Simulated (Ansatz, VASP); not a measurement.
## BN: VASP beside Ansatz

```xyz
4
Lattice="2.4982 0.0000 0.0000 -1.2491 2.1635 0.0000 0.0000 0.0000 6.6357" Properties=species:S:1:pos:R:3 pbc="T T T"
B     0.0000    1.4424    1.6589
B     1.2491    0.7212    4.9768
N     0.0000    1.4424    4.9768
N     1.2491    0.7212    1.6589
```

Alike in both runs: task electric field gradients; functional PBE; k mesh 14 × 14 × 5; occupations fermi-dirac, width 0.02 eV; no spin polarisation.

```csv
,VASP,Ansatz
version,VASP 6.6.1,Ansatz 0.2.0
potentials or method,"VASP PAW PBE potentials, release 64 (B, N)","plane-wave PAW, scalar-relativistic"
plane-wave cutoff (eV),520,420
valence electrons in the cell,16,16
```

|  | VASP | Ansatz | Ansatz less VASP |
| --- | --- | --- | --- |
| gap on the k mesh at the Fermi level (eV) | 4.26 | 4.27 | +0.007 |
| pressure (GPa) | 5.1 | 5.1 | -0.07 |
| largest component of the traceless stress (GPa) | 2.30 | 2.09 | -0.209 |
| Vzz of the field gradient on the site that differs most (V/Å²) | 35.3 | 28.3 | -6.95 |

The functional is the same, so the differences come from potentials, cutoffs and numerics.

Caveats: an odd mesh through Γ misses points on the zone boundary, where band edges often lie; this functional lacks dispersion, which binds the layers, so the pressure and a relaxed spacing across them are unreliable.
